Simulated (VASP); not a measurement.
Here is a VASP 6.6.1 calculation.

File INCAR:

```
SYSTEM = GaP
ALGO     = Normal         ! electronic algorithm
EDIFF    = 1E-7           ! SCF threshold, eV
EDIFFG   = -0.01          ! ionic threshold
ENCUT    = 600            ! plane-wave cutoff, eV
GGA      = CA             ! functional
IBRION   = 2              ! ionic algorithm
ISIF     = 2              ! what is computed and relaxed
ISMEAR   = 0              ! smearing method
LASPH    = .True.         ! aspherical terms in the spheres
LCHARG   = .False.        ! write CHGCAR
LREAL    = .False.        ! projectors in reciprocal space
LWAVE    = .False.        ! write WAVECAR
NELM     = 80             ! most SCF steps
NSW      = 40             ! ionic steps
PREC     = Accurate       ! precision mode
SIGMA    = 0.03           ! smearing width, eV
```

KPOINTS

```
k-points
0
Gamma
  8 8 8
  0 0 0
```

File POSCAR:

```
GaP                                     
1.0
    0.0000000000      2.6966856198      2.6966856198
    2.6966856198      0.0000000000      2.6966856198
    2.6966856198      2.6966856198      0.0000000000
  Ga              P             
     1     1
Direct
     0.0000000000000000    0.0000000000000000    0.0000000000000000
     0.2500000000000000    0.2500000000000000    0.2500000000000000
```

Potentials or basis: VASP PAW LDA potentials, release 64 (Ga_d, P).

Run with:

```console
$ cat potpaw_LDA.64/Ga_d/POTCAR potpaw_LDA.64/P/POTCAR > POTCAR
$ mpirun -np 1 vasp_std > vasp.out
```

Question: What does it give for the band gap on the k mesh?

Answer: 1.43 eV, indirect (least direct gap 1.90 eV).

Final structure:
```
Ga P
1.0
     0.00000    2.69669    2.69669
     2.69669    0.00000    2.69669
     2.69669    2.69669    0.00000
Ga P
1 1
Direct
  0.00000 0.00000 0.00000
  0.25000 0.25000 0.25000
```

Caveat: the relaxation stopped at its first step, so nothing moved.

**Measured values to compare with.**

“Stacking defects in GaP nanowires: Electronic structure and optical properties”, 2018, arxiv:1810.01194 quotes, for a bulk crystal of GaP at 10 K: band gap 2.34 eV (indirect).

A measured gap of GaP is 2.34 eV (indirect; 10 K; quoted in “Stacking defects in GaP nanowires: Electronic structure and optical properties”, 2018, arxiv:1810.01194); the calculated 1.43 eV misses it by -0.91 eV. Spin-orbit coupling on Ga is left out. The value is that of LDA on a finite k mesh, which can miss the band edges, without temperature or zero-point motion. Semilocal functionals fall short of measured gaps as a rule.
